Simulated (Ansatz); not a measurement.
(100) slab cut from the bulk of InAs, F-43m (No. 216); the slab's formula is InAs:

```yaml
crystal:
  lattice:
    - [4.30449, 0.00000, 0.00000]
    - [0.00000, 4.30449, 0.00000]
    - [0.00000, 0.00000, 25.65307]
  atoms:
    - { symbol: As, position: [0.00000, 0.50000, 0.29236] }
    - { symbol: In, position: [0.50000, 0.50000, 0.35169] }
    - { symbol: As, position: [0.50000, 0.00000, 0.41101] }
    - { symbol: In, position: [0.00000, 0.00000, 0.47034] }
    - { symbol: As, position: [0.00000, 0.50000, 0.52966] }
    - { symbol: In, position: [0.50000, 0.50000, 0.58899] }
    - { symbol: As, position: [0.50000, 0.00000, 0.64831] }
    - { symbol: In, position: [0.00000, 0.00000, 0.70764] }
```

Method: Ansatz 0.2.0, DFT PBEsol, scalar-relativistic, plane waves, PAW. Settings: cutoff 420 eV, Γ-centred mesh 8×8×1 on the computed 8-atom cell, Gaussian smearing of 0.10 eV; no spin polarisation. The cell repeats along c with a dipole correction in the vacuum.

Task: What forces act on the atoms?

Result:
| atom | Fx (eV/Å) | Fy (eV/Å) | Fz (eV/Å) |
| --- | --- | --- | --- |
| As1 | 0.000 | 0.000 | 0.130 |
| In2 | 0.000 | 0.000 | -0.354 |
| As3 | 0.000 | 0.000 | 0.352 |
| In4 | 0.000 | 0.000 | -0.241 |
| As5 | 0.000 | 0.000 | 0.178 |
| In6 | 0.000 | 0.000 | -0.225 |
| As7 | 0.000 | 0.000 | -0.293 |
| In8 | 0.000 | 0.000 | 0.453 |

Cost: 1 run of about 1.8 core-minutes, on Intel Xeon Platinum 8259CL (Skylake/Cascade Lake) (shared hosts).